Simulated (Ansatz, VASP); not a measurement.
## CdSe (Cadmoselite): VASP beside Ansatz

One calculation is typed for both programs; each brings its own data sets and cutoff. How far apart do they land? The cell is taken from a series of VASP runs on this material, whose earlier steps may have relaxed, scaled or displaced it; both programs get it as it stands.

Method: plane waves, with VASP 6.6.1 beside it; zone-centre phonons at PBE with D3(BJ), in Ansatz 0.2.0.

## Step 1: The starting structure

The structure is hexagonal, space group P6_3mc (No. 186). The conventional cell has a = 4.320 Å, b = 4.320 Å, c = 7.059 Å, α = 90.00°, β = 90.00°, γ = 120.00°. Cd has 4 Se at 2.64 to 2.65 Å nearest. Nearest to Se lie 4 Cd at 2.64 to 2.65 Å. Farther neighbours and most contacts between anions are not listed.

## Step 2: VASP: zone-centre phonons, PBE with D3(BJ)

Second derivatives magnify differences that forces hide, and they need a tight electronic threshold.

Lines of VASP's logs that name or quote its potential files are left out, and so is its time.

File INCAR:

```
SYSTEM = CdSe
PREC = Accurate
ENCUT = 400
EDIFF = 1E-08
NELM = 100
ISMEAR = 0
SIGMA = 0.05
LREAL = .FALSE.
ALGO = Normal
GGA = PE
IVDW = 12
NBANDS = 24
LORBIT = 11
LWAVE = .FALSE.
LCHARG = .FALSE.
KPAR = 4
IBRION = 6
NFREE = 2
POTIM = 0.015
ISIF = 2
NSW = 1
```

File POSCAR:

```
CdSe
1.0
    4.3200884141      0.0000000000      0.0000000000
   -2.1600442071      3.7413063133      0.0000000000
    0.0000000000      0.0000000000      7.0588829386
Cd Se
2 2
Direct
    0.3333333333      0.6666666667      0.0007183513
    0.6666666667      0.3333333333      0.5007183513
    0.3333333333      0.6666666667      0.3760716487
    0.6666666667      0.3333333333      0.8760716487
```

File KPOINTS:

```
Automatic mesh
0
Gamma
6 6 3
0 0 0
```

The projector-augmented-wave data sets are Cd and Se (PBE family, release 64).

The run is started by

```sh
$ mpirun -np 4 vasp_std
```

Numbers of over 12 decimals in the logs are rounded to 6 here.

The program printed:

```text
[banner, memory and clock lines left out]
running    4 mpi-ranks, on    1 nodes
 distrk:  each k-point on    1 cores,    4 groups
 distr:  one band on    1 cores,    1 groups

 POSCAR found type information on POSCAR CdSe
 POSCAR found :  2 types and       4 ions
 LDA part: xc-table for (Slater+PW92), standard interpolation
 POSCAR, INCAR and KPOINTS ok, starting setup
 FFT: planning ... GRIDC
 FFT: planning ... GRID_SOFT
 FFT: planning ... GRID
 WAVECAR not read
 entering main loop
       N       E                     dE             d eps       ncg     rms          rms(c)
DAV:   1     0.206702979429E+03    0.20670E+03   -0.15077E+04   672   0.110E+03
DAV:   2    -0.222940170979E+01   -0.20893E+03   -0.20479E+03   776   0.298E+02
DAV:   3    -0.116418243254E+02   -0.94124E+01   -0.93886E+01   800   0.659E+01
DAV:   4    -0.117024689099E+02   -0.60645E-01   -0.60630E-01   768   0.507E+00
DAV:   5    -0.117029375292E+02   -0.46862E-03   -0.46861E-03   832   0.404E-01    0.861E+00
DAV:   6    -0.109776793720E+02    0.72526E+00   -0.14706E+00   824   0.117E+01    0.679E+00
DAV:   7    -0.109435841542E+02    0.34095E-01   -0.57211E-01   776   0.395E+00    0.258E+00
DAV:   8    -0.109417954073E+02    0.17887E-02   -0.59580E-02   728   0.253E+00    0.374E-01
DAV:   9    -0.109418184710E+02   -0.23064E-04   -0.80300E-03   776   0.107E+00    0.108E-01
DAV:  10    -0.109419701792E+02   -0.15171E-03   -0.91132E-04   760   0.337E-01    0.731E-02
DAV:  11    -0.109420648115E+02   -0.94632E-04   -0.21315E-04   728   0.890E-02    0.205E-02
DAV:  12    -0.109420563179E+02    0.84936E-05   -0.66070E-05   872   0.861E-02    0.913E-03
DAV:  13    -0.109420579946E+02   -0.16766E-05   -0.12443E-05   728   0.316E-02    0.517E-03
DAV:  14    -0.109420581205E+02   -0.12589E-06   -0.89529E-07   816   0.497E-03    0.316E-03
DAV:  15    -0.109420582956E+02   -0.17517E-06   -0.15712E-07   720   0.358E-03    0.143E-03
DAV:  16    -0.109420583745E+02   -0.78885E-07   -0.17445E-08   720   0.863E-04    0.390E-04
DAV:  17    -0.109420583905E+02   -0.16008E-07   -0.29064E-09   408   0.248E-04    0.230E-04
DAV:  18    -0.109420583838E+02    0.67162E-08   -0.45750E-10   400   0.126E-04
   1 F= -.12196721E+02 E0= -.12196721E+02  d E =-.230795E-12
[... from here on, the cycles between the ionic steps are left out ...]
   2 F= -.12196175E+02 E0= -.12196175E+02  d E =-.526622E-13
   3 F= -.12196175E+02 E0= -.12196175E+02  d E =-.526729E-13
   4 F= -.12196060E+02 E0= -.12196060E+02  d E =-.480652E-12
   5 F= -.12196001E+02 E0= -.12196001E+02  d E =-.169491E-12
   6 F= -.12196114E+02 E0= -.12196114E+02  d E =-.220519E-12
   7 F= -.12196114E+02 E0= -.12196114E+02  d E =-.220535E-12
   8 F= -.12195902E+02 E0= -.12195902E+02  d E =-.152269E-12
 Finite differences progress:
  Degree of freedom:   4/  4
  Displacement:        1/  2
  Total:               7/  8
 bond charge predicted
       N       E                     dE             d eps       ncg     rms          rms(c)
DAV:   1    -0.109396381339E+02    0.16319E-02   -0.69327E-01   872   0.316E+00    0.295E-01
DAV:   2    -0.109413295934E+02   -0.16915E-02   -0.19431E-02  1016   0.682E-01    0.118E-01
DAV:   3    -0.109412698680E+02    0.59725E-04   -0.18795E-04   864   0.897E-02    0.682E-02
DAV:   4    -0.109412657932E+02    0.40748E-05   -0.71147E-05  1016   0.493E-02    0.160E-02
DAV:   5    -0.109412657310E+02    0.62193E-07   -0.96721E-06   832   0.176E-02    0.516E-03
DAV:   6    -0.109412657592E+02   -0.28153E-07   -0.58478E-07  1024   0.506E-03    0.225E-03
DAV:   7    -0.109412657713E+02   -0.12091E-07   -0.53461E-08   976   0.224E-03    0.769E-04
DAV:   8    -0.109412657791E+02   -0.78685E-08   -0.30435E-08  1016   0.129E-03
   9 F= -.12195966E+02 E0= -.12195966E+02  d E =-.430526E-12
 Finite differences progress:
  Degree of freedom:   4/  4
  Displacement:        2/  2
  Total:               8/  8
```

Parts of OUTCAR (step 2):

```text
ion  position               nearest neighbor table
   1  0.333  0.667  0.001-   4 2.64   4 2.64   4 2.64   3 2.65
   2  0.667  0.333  0.501-   3 2.64   3 2.64   3 2.64   4 2.65
   3  0.333  0.667  0.376-   2 2.64   2 2.64   2 2.64   1 2.65
   4  0.667  0.333  0.876-   1 2.64   1 2.64   1 2.64   2 2.65

  LATTYP: Found a hexagonal cell.
 ALAT       =     4.3200884141
 C/A-ratio  =     1.6339672391

 Subroutine GETGRP returns: Found 12 space group operations
 (whereof  6 operations were pure point group operations)

The static configuration has the point symmetry C_3v.
 The point group associated with its full space group is C_6v.

 Found     14 irreducible k-points:

   k-points           NKPTS =     14   k-points in BZ     NKDIM =     14   number of bands    NBANDS=     24

   dimension x,y,z NGX =    28 NGY =   28 NGZ =   48
   dimension x,y,z NGXF=    56 NGYF=   56 NGZF=   96

   ENCUT  =  400.0 eV  29.40 Ry    5.42 a.u.   7.04  7.04 11.51*2*pi/ulx,y,z

   NELECT =      36.0000    total number of electrons

 k-points in reciprocal lattice and weights: Automatic mesh
   0.00000000  0.00000000  0.00000000       0.009
   0.16666667  0.00000000  0.00000000       0.056
   0.33333333 -0.00000000  0.00000000       0.056
   0.50000000  0.00000000  0.00000000       0.028
   0.16666667  0.16666667  0.00000000       0.056
   0.33333333  0.16666667  0.00000000       0.111
   0.33333333  0.33333333  0.00000000       0.019
   0.00000000  0.00000000  0.33333333       0.019
   0.16666667  0.00000000  0.33333333       0.111
[...]
0.33333333  0.16666667  0.33333333       0.222
   0.33333333  0.33333333  0.33333333       0.037

 Edisp (eV)   -1.25463

 average (electrostatic) potential at core
       1 -40.0644       2 -40.0619       3 -56.5202       4 -56.5223

 E-fermi :   1.0731

 k-point     1 :       0.0000    0.0000    0.0000
  band No.  band energies     occupation
    ...
     14       0.0946      2.00000
     15       0.0946      2.00000
     16       0.7849      2.00000
     17       0.8444      2.00000
     18       0.8444      2.00000
     19       1.4700      0.00000
     20       3.0494      0.00000
     21       6.7005      0.00000
     22       6.7005      0.00000
     23       6.9695      0.00000
    ...

 k-point     2 :       0.1667    0.0000    0.0000
  band No.  band energies     occupation
    ...
     14      -0.9240      2.00000
     15      -0.5478      2.00000
     16      -0.2160      2.00000
     17       0.5822      2.00000
     18       0.6584      2.00000
     19       2.7890      0.00000
     20       3.9885      0.00000
     21       6.0813      0.00000
     22       7.0510      0.00000
     23       7.0626      0.00000
    ...

 k-point     3 :       0.3333   -0.0000    0.0000
  band No.  band energies     occupation
    ...
     14      -2.1651      2.00000
     15      -1.7527      2.00000
     16      -0.7374      2.00000
     17      -0.0021      2.00000
     18       0.2905      2.00000
     19       3.7868      0.00000
     20       4.2923      0.00000
     21       5.8844      0.00000
     22       6.6429      0.00000
     23       7.3073      0.00000
    ...

 Edisp (eV)   -1.25470

  Total      -0.05795    -0.05795     0.12119     0.00000    -0.00000    -0.00000
  in kB      -0.81382    -0.81382     1.70180     0.00000    -0.00000    -0.00000
  external pressure =        0.02 kB  Pullay stress =        0.00 kB

  energy-cutoff  :      400.00
  volume of cell :      114.09
      direct lattice vectors                 reciprocal lattice vectors
     4.320088414  0.000000000  0.000000000     0.231476744  0.133643160  0.000000000
    -2.160044207  3.741306313  0.000000000     0.000000000  0.267286321  0.000000000
     0.000000000  0.000000000  7.058882939     0.000000000  0.000000000  0.141665474

 POSITION                                       TOTAL-FORCE (eV/Angst)
 -----------------------------------------------------------------------------------
     -0.00000      2.49420      0.00507        -0.000000      0.000000     -0.054618
      2.16004      1.24710      3.53451         0.000000     -0.000000     -0.013865
     -0.00000      2.49420      2.63965        -0.000000      0.000000      0.104665
      2.16004      1.24710      6.18409        -0.000000      0.000000     -0.036181
 -----------------------------------------------------------------------------------
    total drift:                               -0.000000     -0.000000     -0.000713

  FREE ENERGIE OF THE ION-ELECTRON SYSTEM (eV)
  ---------------------------------------------------
  free  energy   TOTEN  =       -12.1959662530 eV

  energy  without entropy=      -12.1959662530  energy(sigma->0) =      -12.19596625

 Eigenvectors and eigenvalues of the dynamical matrix
 ----------------------------------------------------

   1 f  =    5.614900 THz    35.279455 2PiTHz  187.292893 cm-1    23.221349 meV
             X         Y         Z           dx          dy          dz
     -0.000000  2.494204  0.005071    -0.000000    0.000000   -0.286313
      2.160044  1.247102  3.534512     0.000000   -0.000000    0.286313
     -0.000000  2.494204  2.654646    -0.000000    0.000000    0.646548
      2.160044  1.247102  6.184087     0.000000   -0.000000   -0.646548

   2 f  =    5.239871 THz    32.923078 2PiTHz  174.783271 cm-1    21.670354 meV
             X         Y         Z           dx          dy          dz
     -0.000000  2.494204  0.005071    -0.101395    0.408711   -0.000000
      2.160044  1.247102  3.534512     0.101395   -0.408711   -0.000000
     -0.000000  2.494204  2.654646    -0.136777    0.551332    0.000000
      2.160044  1.247102  6.184087     0.136777   -0.551332    0.000000

   3 f  =    5.239871 THz    32.923078 2PiTHz  174.783271 cm-1    21.670354 meV
             X         Y         Z           dx          dy          dz
     -0.000000  2.494204  0.005071    -0.408711   -0.101395   -0.000000
      2.160044  1.247102  3.534512     0.408711    0.101395   -0.000000
     -0.000000  2.494204  2.654646    -0.551332   -0.136777    0.000000
      2.160044  1.247102  6.184087     0.551332    0.136777    0.000000

   4 f  =    5.126495 THz    32.210719 2PiTHz  171.001473 cm-1    21.201471 meV
             X         Y         Z           dx          dy          dz
     -0.000000  2.494204  0.005071     0.109387   -0.440929    0.000000
      2.160044  1.247102  3.534512     0.109387   -0.440929    0.000000
     -0.000000  2.494204  2.654646    -0.130472    0.525921   -0.000000
      2.160044  1.247102  6.184087    -0.130472    0.525921   -0.000000

   5 f  =    5.126495 THz    32.210719 2PiTHz  171.001473 cm-1    21.201471 meV
             X         Y         Z           dx          dy          dz
     -0.000000  2.494204  0.005071     0.440929    0.109387    0.000000
      2.160044  1.247102  3.534512     0.440929    0.109387    0.000000
     -0.000000  2.494204  2.654646    -0.525921   -0.130472   -0.000000
      2.160044  1.247102  6.184087    -0.525921   -0.130472   -0.000000

   6 f  =    5.015206 THz    31.511470 2PiTHz  167.289273 cm-1    20.741217 meV
             X         Y         Z           dx          dy          dz
     -0.000000  2.494204  0.005071    -0.000000    0.000000    0.454364
      2.160044  1.247102  3.534512    -0.000000    0.000000    0.454364
     -0.000000  2.494204  2.654646     0.000000   -0.000000   -0.541805
      2.160044  1.247102  6.184087     0.000000   -0.000000   -0.541805

   7 f  =    3.650549 THz    22.937078 2PiTHz  121.769216 cm-1    15.097452 meV
             X         Y         Z           dx          dy          dz
     -0.000000  2.494204  0.005071    -0.000000    0.000000   -0.646548
      2.160044  1.247102  3.534512    -0.000000    0.000000    0.646548
     -0.000000  2.494204  2.654646    -0.000000    0.000000   -0.286313
      2.160044  1.247102  6.184087     0.000000   -0.000000    0.286313

   8 f  =    0.875077 THz     5.498269 2PiTHz   29.189416 cm-1     3.619025 meV
             X         Y         Z           dx          dy          dz
     -0.000000  2.494204  0.005071     0.136757   -0.551337    0.000000
      2.160044  1.247102  3.534512    -0.136757    0.551337    0.000000
     -0.000000  2.494204  2.654646    -0.101380    0.408714    0.000000
      2.160044  1.247102  6.184087     0.101380   -0.408714    0.000000

   9 f  =    0.875077 THz     5.498269 2PiTHz   29.189416 cm-1     3.619025 meV
             X         Y         Z           dx          dy          dz
     -0.000000  2.494204  0.005071    -0.551337   -0.136757    0.000000
      2.160044  1.247102  3.534512     0.551337    0.136757    0.000000
     -0.000000  2.494204  2.654646     0.408714    0.101380    0.000000
      2.160044  1.247102  6.184087    -0.408714   -0.101380    0.000000

  10 f/i=    0.000865 THz     0.005435 2PiTHz    0.028851 cm-1     0.003577 meV
             X         Y         Z           dx          dy          dz
     -0.000000  2.494204  0.005071     0.075264    0.536611   -0.000000
      2.160044  1.247102  3.534512     0.075264    0.536611   -0.000000
     -0.000000  2.494204  2.654646     0.063101    0.449891   -0.000000
      2.160044  1.247102  6.184087     0.063101    0.449891   -0.000000

  11 f/i=    0.000865 THz     0.005435 2PiTHz    0.028851 cm-1     0.003577 meV
             X         Y         Z           dx          dy          dz
     -0.000000  2.494204  0.005071    -0.536611    0.075264    0.000000
      2.160044  1.247102  3.534512    -0.536611    0.075264    0.000000
     -0.000000  2.494204  2.654646    -0.449891    0.063101    0.000000
      2.160044  1.247102  6.184087    -0.449891    0.063101    0.000000

  12 f/i=    0.001489 THz     0.009358 2PiTHz    0.049678 cm-1     0.006159 meV
             X         Y         Z           dx          dy          dz
     -0.000000  2.494204  0.005071     0.000000    0.000000    0.541805
      2.160044  1.247102  3.534512     0.000000    0.000000    0.541805
     -0.000000  2.494204  2.654646     0.000000    0.000000    0.454364
      2.160044  1.247102  6.184087     0.000000    0.000000    0.454364

 ELASTIC MODULI CONTR FROM IONIC RELAXATION (kBar)
 Direction    XX          YY          ZZ          XY          YZ          ZX
 --------------------------------------------------------------------------------
 XX        -315.5771    131.3017    175.6571      0.0000     -0.0000     -0.0000
 YY         131.3017   -315.5771    175.6571      0.0000      0.0000      0.0000
 ZZ         175.6571    175.6571   -334.8839     -0.0000     -0.0000     -0.0000
 XY           0.0000      0.0000     -0.0000   -223.4394     -0.0000      0.0000
 YZ          -0.0000     -0.0000     -0.0000     -0.0000    -91.3507      0.0000
 ZX          -0.0000      0.0000     -0.0000     -0.0000      0.0000    -91.3506
 --------------------------------------------------------------------------------

 total charge
# of ion       s       p       d       tot
------------------------------------------
    1        0.441   0.307   9.552  10.300
    2        0.441   0.307   9.552  10.300
    3        1.443   2.393   0.021   3.857
    4        1.443   2.393   0.021   3.857
--------------------------------------------------
tot          3.770   5.399  19.146  28.314

[... 3 further parts left out ...]
```

CONTCAR:

```
CdSe
   1.00000000000000
     4.3200884140999998    0.0000000000000000    0.0000000000000000
    -2.1600442070999999    3.7413063133000000    0.0000000000000000
     0.0000000000000000    0.0000000000000000    7.0588829386000000
  Cd              Se
     2     2
Direct
     0.3333333332999970    0.6666666667000030    0.0007183513000015
     0.6666666667000030    0.3333333332999970    0.5007183513000015
     0.3333333332999971    0.6666666667000031    0.3739466665844888
     0.6666666667000030    0.3333333332999970    0.8760716486999982
```

(Continued in part 2 of 2.)

[Lines on the potential files, build, host, timing and source positions are cut from VASP's logs without a mark.]

[Logs are printed without paths, hosts, clocks, repeated set-up lines and the standing remarks that a program may print on its own settings, such as how far it seeks lower states.]

[Hosts, paths, dates, database ids (printed as entryN), source tags and the programs' standing remarks are cut or masked in the printed files.]
